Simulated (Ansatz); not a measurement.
# Sb (I4/mmm) in Ansatz: notebook

One crystal, Sb, is run at these levels: HSE06; tasks: single point, equation of state.

All numbers are computed with Ansatz 0.2.0; they aren't measurements. Logs are shortened: lines on timing, memory, paths and dates and some standing lists are left out, and cuts for length are marked.

## Step 1: Starting point

Symmetry: I4/mmm, No. 139, tetragonal system. The conventional cell has a = 3.153 Å, b = 3.153 Å, c = 5.424 Å, α = 90.00°, β = 90.00°, γ = 90.00°. Sb (site symmetry 4/mmm) has 12 Sb at 3.15 to 3.51 Å as nearest neighbours.

This isn't the form of Sb at room conditions, which is rhombohedral.

## Step 2: Single point, HSE06, 25.34 Å³/atom (volume scaled by 0.94)

Contents of input:

```
crystal:
  lattice:
    - [-1.5443568632, 1.5443568632, 2.656577215]
    - [1.5443568632, -1.5443568632, 2.656577215]
    - [1.5443568632, 1.5443568632, -2.656577215]
  atoms:
    - { symbol: Sb, position: [0.0, 0.0, 0.0] }
hamiltonian:
  xc: hse06
  pseudopotentials: { kind: paw }
kpoints:
  mp_grid: { grid: [8, 8, 8] }
scf:
  occupations: { method: fermi_dirac, width: 0.05 }
output:
  forces: true
  stress: true
  eigenvalues: true
  write_density: true
  write_potential: true
  elf: true
  volumetric_format: npy
```

Potentials or basis: Ansatz PAW.

Standard output:

```text
Warning: output.stress: scf.convergence.dr2_threshold = 1e-7 eV (the SCF's general default) is looser than the 1e-10 eV advised for a printed stress (1e-10 eV for each atom of the cell: 1). What an SCF threshold leaves in a stress goes as its square root, and in the free energy as the threshold itself, and one threshold admits the most on a small cell: of the crystals measured, under no hybrid functional and no lock of the moments, on runs that ended without the residual-converged pass, on stresses that held no estimate of that error, the worst erred by over 100 MPa in a component at 1e-7 eV an atom and by under 5 at 1e-10. Set scf.convergence.dr2_threshold to 1e-10 eV or tighter. The threshold is an SCF's pass mark: one that does not reach it within its budget of iterations ends unconverged, or closes short of it on a stop that the run arms, and scf.convergence.dr2_threshold's page says what that costs each kind of run
Warning: output.stress: scf.exx.energy_threshold = 1e-6 eV is looser than the 1e-8 eV advised for a stress under a hybrid functional (1e-8 eV for each atom of the cell: 1). Every SCF of the exchange loop can meet its threshold on dr2 while the loop round them stops early: no threshold on dr2 bounds what that leaves in the stress. Set scf.exx.energy_threshold to 1e-8 eV or tighter. The threshold is the loop's pass mark: a loop that does not reach it within its budget of cycles ends unconverged, and scf.exx.energy_threshold's page has the law
GPUs: using 1 of 1 available (devices: 1).
Engine: ansatz 0.2.0, x86_64-unknown-linux-gnu
Pseudopotentials: kind: paw
Pseudopotential: Sb, paw, valence charge 15, recommended cutoff 420 eV (normal), Sb.paw.azcp
Functional definition: HSE06
  parameter a = 0.25
  parameter omega = 0.11/bohr
  exchange = pbe_x - a*pbe_x_sr(omega) + a*exact_x_sr(omega)
  correlation = pbe_c
device memory: the entry about to start is reckoned to put 0.7 GiB on a device that reports 67.9 GiB free (of which the cap on the GPU budget leaves the run 18.0 GiB)
GPU FFT provider: cuFFT
GPU libraries: cuBLAS 13.8.2, cuFFT 12.4.0, cuSOLVER 12.3.4
Crystal: 1 atoms, lattice volume = 25.344 Å³
Basis set: ecut = 420 eV, 501 PW (Γ), exchange–correlation on 48×48×48 points (8 copies of the dense FFT grid, shifted against one another)
Bands: 12, of which v1, the nominal top of the filled ones, is band 8 counted from 1 (7 counted from 0)
Symmetry: 16 space group operations
Space group: I4/mmm (ITA 139), of the structure as read, at distance tolerance 2.9e-5 Å
k-points: 59 of 512
Non-local potential: Sb, projectors of the file, l = 0: 2, l = 1: 2, l = 2: 2, l = 3: 2
PAW form: soft (Blöchl's): semilocal exchange-correlation on the pseudo side does not see the compensation charge
PAW frozen core: Sb, regenerated for the run's functional, and the local potential with it (the file was generated under x = pbe(κ = 0.804, μ = 0.2195149727645171), c = pbe(β = 0.06672455060314922))
PAW one-centre angular grid: Sb, 590 points (default); XC on 64 Gauss nodes
Initial density: superposition of atomic densities (neutral atoms: chi_scale 0, normalization atom), corrected by the library's trained network
Initial wavefunctions: pseudopotential atomic-orbital guess
GPU buffer pool allocated for 13824 grid points (all kernels)
GPU transforms: local potential and band sums: pruned to the plane-wave sphere, on 24×24×24
Functional: x = pbe(κ = 0.804, μ = 0.2195149727645171), c = pbe(β = 0.06672455060314922), warm-up for x = pbe(κ = 0.804, μ = 0.2195149727645171) + 0.25 (exact − pbe) at short range (hse, ω = 0.20786987370883472 Å⁻¹), c = pbe(β = 0.06672455060314922); HSE06 as pw.x's `hse` composes it (authors' and Libxc's form: `xc: wpbeh`)
SCF iter   1: F=—  HF=-6484.139551 eV  |F-HF|=—  |Δ(HF+E_count)|=         —  Δρ=1.18e-3  dr2=2.48e-4  ethr=1.77e-3  ⟨swp⟩=10.9  Hψ=3470  notcnv=0
preconditioner: auto → none  [insulator: Δε(μ)=0.151 eV  Ē_g=12.941 eV  σ=0.050 eV  W_gap=0.64  n_scr=10 (ndim 8)  ℏωp=16.5 eV  f_vac=0.000  D(μ)=0.73/eV (n_scr^D=0)]
SCF iter   2: F=—  HF=-6484.139718 eV  |F-HF|=—  |Δ(HF+E_count)|=   1.66e-4  Δρ=5.31e-4  dr2=4.14e-5  ethr=1.65e-6  ⟨swp⟩=4.5  Hψ=2078  notcnv=0  defer=17
iter 3 solved again at ethr=3.34e-9 eV; its pass at ethr=2.76e-7 eV (dr2=5.01e-7 eV) is discarded
SCF iter   3: F=—  HF=-6484.139751 eV  |F-HF|=—  |Δ(HF+E_count)|=   3.31e-5  Δρ=6.93e-5  dr2=4.57e-7  ethr=3.34e-9  ⟨swp⟩=4.1  Hψ=3034  notcnv=0  defer=3
SCF iter   4: F=—  HF=-6484.139752 eV  |F-HF|=—  |Δ(HF+E_count)|=   1.07e-6  Δρ=5.66e-6  dr2=2.71e-9  ethr=3.05e-9  ⟨swp⟩=3.1  Hψ=1331  notcnv=0  defer=3
SCF iter   5: F=-6484.139752 eV  HF=-6484.139752 eV  |F-HF|=1.09e-11  |Δ(HF+E_count)|=   7.66e-9  Δρ=3.78e-7  dr2=1.42e-11  ethr=1.81e-11  ⟨swp⟩=3.2  Hψ=1608  notcnv=0  defer=2
SCF 1 converged in 5 iterations: F = -6484.139752 eV  dr2 = 1.42e-11
device memory: the entry about to start is reckoned to put 1.3 GiB on a device that reports 68.8 GiB free (of which the cap on the GPU budget leaves the run 18.0 GiB)
GPU FFT provider: cuFFT
GPU libraries: cuBLAS 13.8.2, cuFFT 12.4.0, cuSOLVER 12.3.4
Initial density: handed on by an earlier stage of this run
Initial wavefunctions: those handed on with the density
GPU buffer pool allocated for 13824 grid points (all kernels)
GPU transforms: local potential and band sums: pruned to the plane-wave sphere, on 24×24×24
Functional: x = pbe(κ = 0.804, μ = 0.2195149727645171) + 0.25 (exact − pbe) at short range (hse, ω = 0.20786987370883472 Å⁻¹), c = pbe(β = 0.06672455060314922); HSE06 as pw.x's `hse` composes it (authors' and Libxc's form: `xc: wpbeh`)
Exchange kernel: α = 0.2500, screened, ω = 0.2079 Å⁻¹, Wigner–Seitz truncation, v(0) = 1046.8458 eV·Å³, q-mesh 8×8×8, nearest image of the exchange supercell L = 24.71 Å, pair-density grid 15×15×15, without the augmentation charges, whose exchange is taken in its separable form by FFT convolution over the k-point mesh (sized by the pseudopotential files, 18×18×18 at the most), smooth part of the exact exchange by density-matrix convolution in up to 3.34 GiB of GPU memory as planned if the GPU has room (build and FFT work areas not counted)
Frozen-core exchange: fock
iter 1 solved again at ethr=1.63e-5 eV; its pass at ethr=1.00e-1 eV (dr2=2.44e-3 eV) is discarded
SCF iter   1: F=—  HF=-6488.323018 eV  |F-HF|=—  |Δ(HF+E_count)|=         —  Δρ=4.68e-3  dr2=2.74e-3  ethr=1.63e-5  ⟨swp⟩=4.5  Hψ=4036  notcnv=0
preconditioner: auto → none  [insulator: Δε(μ)=0.123 eV  Ē_g=14.199 eV  σ=0.050 eV  W_gap=0.54  n_scr=10 (ndim 8)  ℏωp=16.5 eV  f_vac=0.000  D(μ)=0.62/eV (n_scr^D=0)]
SCF iter   2: F=—  HF=-6488.322318 eV  |F-HF|=—  |Δ(HF+E_count)|=   7.01e-4  Δρ=1.96e-3  dr2=7.25e-4  ethr=1.63e-5  ⟨swp⟩=2.0  Hψ=1158  notcnv=0
SCF iter   3: F=—  HF=-6488.322179 eV  |F-HF|=—  |Δ(HF+E_count)|=   1.38e-4  Δρ=1.15e-4  dr2=1.37e-4  ethr=3.17e-6  ⟨swp⟩=2.1  Hψ=1166  notcnv=0
SCF iter   4: F=—  HF=-6488.323626 eV  |F-HF|=—  |Δ(HF+E_count)|=   1.45e-3  Δρ=5.11e-4  dr2=3.49e-5  ethr=1.46e-8  ⟨swp⟩=5.1  Hψ=2855  notcnv=0  defer=1
SCF iter   5: F=—  HF=-6488.323616 eV  |F-HF|=—  |Δ(HF+E_count)|=   1.01e-5  Δρ=1.78e-5  dr2=2.29e-6  ethr=1.46e-8  ⟨swp⟩=3.0  Hψ=1609  notcnv=0
SCF iter   6: F=-6488.323635 eV  HF=-6488.323635 eV  |F-HF|=2.35e-7  |Δ(HF+E_count)|=   1.87e-5  Δρ=5.95e-5  dr2=6.33e-7  ethr=2.67e-10  ⟨swp⟩=5.3  Hψ=2901  notcnv=0  defer=3
SCF 2 stopped early in 6 iterations: F = -6488.323635 eV  dr2 = 6.33e-7
hybrid outer 1: dexx = +1.532e-3 eV, tail = 2.82e-5 eV
GPU FFT provider: cuFFT
GPU libraries: cuBLAS 13.8.2, cuFFT 12.4.0, cuSOLVER 12.3.4
GPU buffer pool allocated for 13824 grid points (all kernels)
GPU transforms: local potential and band sums: pruned to the plane-wave sphere, on 24×24×24
Exchange kernel: α = 0.2500, screened, ω = 0.2079 Å⁻¹, Wigner–Seitz truncation, v(0) = 1046.8458 eV·Å³, q-mesh 8×8×8, nearest image of the exchange supercell L = 24.71 Å, pair-density grid 15×15×15, without the augmentation charges, whose exchange is taken in its separable form by FFT convolution over the k-point mesh (sized by the pseudopotential files, 18×18×18 at the most), smooth part of the exact exchange by density-matrix convolution in up to 3.34 GiB of GPU memory as planned if the GPU has room (build and FFT work areas not counted)
Frozen-core exchange: fock
SCF iter   1: F=—  HF=-6488.323496 eV  |F-HF|=—  |Δ(HF+E_count)|=         —  Δρ=2.54e-5  dr2=1.36e-7  ethr=9.40e-7  ⟨swp⟩=2.8  Hψ=1469  notcnv=0
preconditioner: auto → none  [insulator: Δε(μ)=0.116 eV  Ē_g=14.200 eV  σ=0.050 eV  W_gap=0.52  n_scr=10 (ndim 8)  ℏωp=16.5 eV  f_vac=0.000  D(μ)=0.62/eV (n_scr^D=0)]
SCF iter   2: F=—  HF=-6488.323496 eV  |F-HF|=—  |Δ(HF+E_count)|=   4.59e-7  Δρ=1.83e-5  dr2=3.96e-8  ethr=7.09e-10  ⟨swp⟩=4.4  Hψ=2242  notcnv=0  defer=2
SCF iter   3: F=-6488.323496 eV  HF=-6488.323496 eV  |F-HF|=2.33e-9  |Δ(HF+E_count)|=   1.97e-9  Δρ=7.76e-6  dr2=3.76e-9  ethr=2.35e-10  ⟨swp⟩=2.4  Hψ=1214  notcnv=0  defer=2
SCF 3 converged in 3 iterations: F = -6488.323496 eV  dr2 = 3.76e-9
  Residual-converged pass: ⟨swp⟩=3.0  Hψ=1393  notcnv=0  max |occ|·‖R‖ = 2.4e-6 eV (tolerance 2.4e-6 eV)  dr2=3.77e-9  dr2_onsite=2.87e-10  max |Δocc| = 7.3e-12
hybrid outer 2: dexx = +1.919e-7 eV, tail = 9.57e-9 eV, Δε = 3.85e-3 eV (about 1.46e-4 eV left of the loop's levels)
hybrid SCF converged: 2 outer / 9 inner (+5 warm-up), last move |dexx| = 1.92e-7 eV, tail = 9.57e-9 eV
Stability not checked: this state was not tested for a lower state beside it, because the functional holds exact exchange (a hybrid, or Hartree-Fock), whose exchange loop this test does not read (fock_operator; see scf.lower_state_search)
Free energy (F): -6488.323496 eV
Frozen-core exchange: fock
Harris-Foulkes:  -6488.323496 eV  (|F-HF|=2.33e-9)
Internal energy: -6488.317867 eV  (E = F + TS)
E sigma→0 (E₀):  -6488.320682 eV
Entropy (-TS):   -0.005630 eV (-5.630 meV/atom)
Fermi energy:    12.852279 eV
--- Per-component energies (eV) ---
  E_band       = -160.787583
  E_kinetic    = 207.096539
  E_local      = -1387.422520  (includes V_loc(G=0)·N_el)
  E_nonlocal   = 361.294292
  E_hartree    = 639.813625
  E_xc         = -111.698202
  E_vxc        = -78.281344  (∫ρ·V_xc dr)
  E_exx        = -40.478386  (= α·E_x^exact, valence–valence)
  E_paw        = -4566.394306  (= ΣΔE_a)
  E_vpaw       = -462.144656  (= ΣTr[D̂ρ^β])
  E_aug_tail   = -0.000001  (compensation charges beyond the density's cutoff)
  E_ewald      = -1590.554216
  E_core_change = 0.025310  (= ΣΔE_core)
  E_smearing   = -0.005630  (= −TS)
  E_closure    = -0.000001  (closes the sum)
  Σ components = -6488.323496   (vs F -6488.323496, Δ=0.00e0)
--- Forces (eV/Å), atoms counted from 1 ---
  atom   1  Sb     0.00000000     0.00000000     0.00000000
  max |Σ_I F_I| component: 6.31e-30 eV/Å
--- Stress (GPa, compression-positive) ---
        3.742073      -0.000000       0.000000
       -0.000000       3.742073       0.000000
        0.000000       0.000000       5.183134
  P = ⅓ Tr σ = 4.2224 GPa (42.224 kbar)
--- Band table (eV; the first three rows and the last of 59) ---
  k-point 0: bands = ["-19.4260", "-19.3500", "-19.3075", "-19.3075", "-19.2443", "-2.4268", "18.3987", "19.2169", "19.2169", "23.5239", "23.9774", "24.9257"]
  k-point 1: bands = ["-19.3898", "-19.3364", "-19.3181", "-19.3027", "-19.2581", "-1.8714", "16.8610", "17.3671", "17.4654", "21.3373", "23.7925", "25.1611"]
  k-point 2: bands = ["-19.3440", "-19.3146", "-19.3005", "-19.2907", "-19.2838", "-0.2078", "13.9707", "14.4754", "15.4080", "19.1115", "20.8428", "24.9643"]
  k-point 58: bands = ["-19.4523", "-19.3681", "-19.2416", "-19.2416", "-19.2284", "2.1537", "5.7069", "15.1920", "15.1920", "19.1134", "19.5493", "35.3936"]
```

It took 19 s on 1 × NVIDIA H100 80GB HBM3 with 2 threads of AMD EPYC 7R13 (Zen 3), shared host; peak memory 2.2 GiB.

Results:

```yaml
Free_energy: -6488.3235 eV
Pressure: 4.2 GPa
Band_gap_on_the_k_mesh: none (metal or under the smearing width)
```

Caveat: the PAW data sets come from PBE, with cores solved anew for the run's functional, which leaves a small shift of forces and pressure; the thresholds are loose for stress.

## Step 3: Single point, HSE06, 25.88 Å³/atom (volume scaled by 0.96)

Changes to input since step 2:

```diff
@@ -2,5 +2,5 @@
   lattice:
-    - [-1.5443568632, 1.5443568632, 2.656577215]
-    - [1.5443568632, -1.5443568632, 2.656577215]
-    - [1.5443568632, 1.5443568632, -2.656577215]
+    - [-1.5552329741, 1.5552329741, 2.6752861216]
+    - [1.5552329741, -1.5552329741, 2.6752861216]
+    - [1.5552329741, 1.5552329741, -2.6752861216]
   atoms:
```

Potentials or basis: Ansatz PAW.

Wall time 22 s (1 × NVIDIA H100 80GB HBM3 with 2 threads of AMD EPYC 7R13 (Zen 3), shared host); peak memory 2.2 GiB.

Results (log left out):

* Free energy: -6488.3347 eV
* Pressure: 2.5 GPa
* Band gap on the k mesh: none (metal or under the smearing width)

Caveat: the PAW data sets come from PBE, with cores solved anew for the run's functional, which leaves a small shift of forces and pressure; the thresholds are loose for stress.

## Step 4: Single point, HSE06, 26.42 Å³/atom (volume scaled by 0.98)

Changes to input since step 3:

```diff
@@ -2,5 +2,5 @@
   lattice:
-    - [-1.5552329741, 1.5552329741, 2.6752861216]
-    - [1.5552329741, -1.5552329741, 2.6752861216]
-    - [1.5552329741, 1.5552329741, -2.6752861216]
+    - [-1.5659590577, 1.5659590577, 2.6937369538]
+    - [1.5659590577, -1.5659590577, 2.6937369538]
+    - [1.5659590577, 1.5659590577, -2.6937369538]
   atoms:
```

It took 20 s on 1 × NVIDIA H100 80GB HBM3 with 2 threads of AMD EPYC 7R13 (Zen 3), shared host; peak memory 2.2 GiB.

Results (log left out):

- Free energy: -6488.3404 eV
- Pressure: 0.9 GPa
- Band gap on the k mesh: none (metal or under the smearing width)

Caveat: the PAW data sets come from PBE, with cores solved anew for the run's functional, which leaves a small shift of forces and pressure; the thresholds are loose for stress.

## Step 5: Single point, HSE06, 26.96 Å³/atom

Contents of input:

```
crystal:
  lattice:
    - [-1.5765401831, 1.5765401831, 2.7119384313]
    - [1.5765401831, -1.5765401831, 2.7119384313]
    - [1.5765401831, 1.5765401831, -2.7119384313]
  atoms:
    - { symbol: Sb, position: [0.0, 0.0, 0.0] }
hamiltonian:
  xc: hse06
  pseudopotentials: { kind: paw }
kpoints:
  mp_grid: { grid: [8, 8, 8] }
scf:
  occupations: { method: fermi_dirac, width: 0.05 }
output:
  forces: true
  stress: true
  eigenvalues: true
```

Run time: 21 s. Hardware: 1 × NVIDIA H100 80GB HBM3 with 2 threads of AMD EPYC 7R13 (Zen 3), shared host; peak memory 2.2 GiB.

The run converged. Its results:

```
Free energy            : -6488.3412 eV
Pressure               : -0.4 GPa
Band gap on the k mesh : none (metal or under the smearing width)
```

Caveat: the PAW data sets come from PBE, with cores solved anew for the run's functional, which leaves a small shift of forces and pressure; the thresholds are loose for stress.

## Step 6: Single point, HSE06, 27.50 Å³/atom (volume scaled by 1.02)

Changes to input since step 5:

```diff
@@ -2,5 +2,5 @@
   lattice:
-    - [-1.5765401831, 1.5765401831, 2.7119384313]
-    - [1.5765401831, -1.5765401831, 2.7119384313]
-    - [1.5765401831, 1.5765401831, -2.7119384313]
+    - [-1.5869811508, 1.5869811508, 2.7298988119]
+    - [1.5869811508, -1.5869811508, 2.7298988119]
+    - [1.5869811508, 1.5869811508, -2.7298988119]
   atoms:
```

Potentials or basis: Ansatz PAW.

Run time: 43 s. Hardware: 1 × NVIDIA H100 80GB HBM3 with 2 threads of AMD EPYC 7R13 (Zen 3), shared host; peak memory 2.2 GiB.

It converged, with:

```
Free energy            : -6488.3377 eV
Pressure               : -1.6 GPa
Band gap on the k mesh : none (metal or under the smearing width)
```

Caveat: the PAW data sets come from PBE, with cores solved anew for the run's functional, which leaves a small shift of forces and pressure; the thresholds are loose for stress.

## Step 7: Single point, HSE06, 28.04 Å³/atom (volume scaled by 1.04)

Changes to input since step 6:

```diff
@@ -2,5 +2,5 @@
   lattice:
-    - [-1.5869811508, 1.5869811508, 2.7298988119]
-    - [1.5869811508, -1.5869811508, 2.7298988119]
-    - [1.5869811508, 1.5869811508, -2.7298988119]
+    - [-1.597286512, 1.597286512, 2.7476259243]
+    - [1.597286512, -1.597286512, 2.7476259243]
+    - [1.597286512, 1.597286512, -2.7476259243]
   atoms:
```

Wall time 44 s (1 × NVIDIA H100 80GB HBM3 with 2 threads of AMD EPYC 7R13 (Zen 3), shared host); peak memory 2.3 GiB.

It converged, with:

```
Free energy            : -6488.3302 eV
Pressure               : -2.7 GPa
Band gap on the k mesh : none (metal or under the smearing width)
```

Caveat: the PAW data sets come from PBE, with cores solved anew for the run's functional, which leaves a small shift of forces and pressure; the thresholds are loose for stress.

## Step 8: Single point, HSE06, 28.58 Å³/atom (volume scaled by 1.06)

Changes to input since step 7:

```diff
@@ -2,5 +2,5 @@
   lattice:
-    - [-1.597286512, 1.597286512, 2.7476259243]
-    - [1.597286512, -1.597286512, 2.7476259243]
-    - [1.597286512, 1.597286512, -2.7476259243]
+    - [-1.6074605858, 1.6074605858, 2.7651271982]
+    - [1.6074605858, -1.6074605858, 2.7651271982]
+    - [1.6074605858, 1.6074605858, -2.7651271982]
   atoms:
```

It took 21 s on 1 × NVIDIA H100 80GB HBM3 with 2 threads of AMD EPYC 7R13 (Zen 3), shared host; peak memory 2.3 GiB.

Results (log left out):

```
Free energy            : -6488.3194 eV
Pressure               : -3.7 GPa
Band gap on the k mesh : none (metal or under the smearing width)
```

Caveat: the PAW data sets come from PBE, with cores solved anew for the run's functional, which leaves a small shift of forces and pressure; the thresholds are loose for stress.

## Step 9: Equation of state, HSE06

Potentials or basis: Ansatz PAW.

This step only gathers the single runs of the series.

What came out:

* Equilibrium volume: 26.78 Å³/atom
* Bulk modulus at fixed shape and positions: 67 GPa
* Pressure derivative of the bulk modulus: 4.9

Energy against volume, from the lowest point:
| volume (Å³/atom) | energy (meV/atom) |
| --- | --- |
| 25.344 | 17.71 |
| 25.883 | 6.50 |
| 26.423 | 0.79 |
| 26.962 | 0.00 |
| 27.501 | 3.55 |
| 28.040 | 10.97 |
| 28.580 | 21.83 |

Caveat: the cell was scaled at fixed shape and fractional positions, which overstates the stiffness of a crystal with free parameters, most of all of layers and chains; the PAW data sets were made with another functional, which shifts forces and pressure a little. Spin-orbit coupling is left out, which matters for the levels of Sb.
